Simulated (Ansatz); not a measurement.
Start of a relaxation, clean slab, lower half held (MoS$_{2}$, R3m (No. 160), (1 0 1) face):

```xyz
9
Lattice="3.1431 0.0000 0.0000 -1.5716 6.3485 0.0000 0.0000 0.0000 23.5089" Properties=species:S:1:pos:R:3 pbc="T T T"
S     0.0000    1.8018    8.5000
S     1.5716    5.0660    8.9454
Mo    1.5716    0.3891    9.6208
S     1.5716    2.1909   11.1941
S     0.0000    5.4550   11.6395
Mo    0.0000    0.7781   12.3148
S     0.0000    2.5799   13.8882
S     1.5716    5.8440   14.3335
Mo    1.5716    1.1671   15.0089
```

Level of theory: DFT PBEsol, scalar-relativistic, plane waves, PAW (Ansatz). Settings: cutoff 420 eV, Γ-centred mesh 9×4×1 on the computed 9-atom cell, Gaussian smearing of 0.05 eV; no spin polarisation. The cell repeats along c with a dipole correction in the vacuum.

Atoms 1, 2, 3, 4, 5 (counted from 1) are held. The cell is fixed. Force threshold 0.03 eV/Å.

Task: Where does it end?

Result: The energy falls by 0.123 eV in 5 steps, to:

```
CELL_PARAMETERS angstrom
3.14312 0.00000 0.00000
-1.57156 6.34846 0.00000
0.00000 0.00000 23.50892
ATOMIC_POSITIONS crystal
S 0.14191 0.28382 0.36156
S 0.89899 0.79798 0.38051
Mo 0.53064 0.06129 0.40924
S 0.67255 0.34510 0.47616
S 0.42963 0.85926 0.49511
Mo 0.06145 0.12298 0.52479
S 0.20595 0.41215 0.59276
S 0.95910 0.91835 0.61209
Mo 0.59097 0.18212 0.63348
```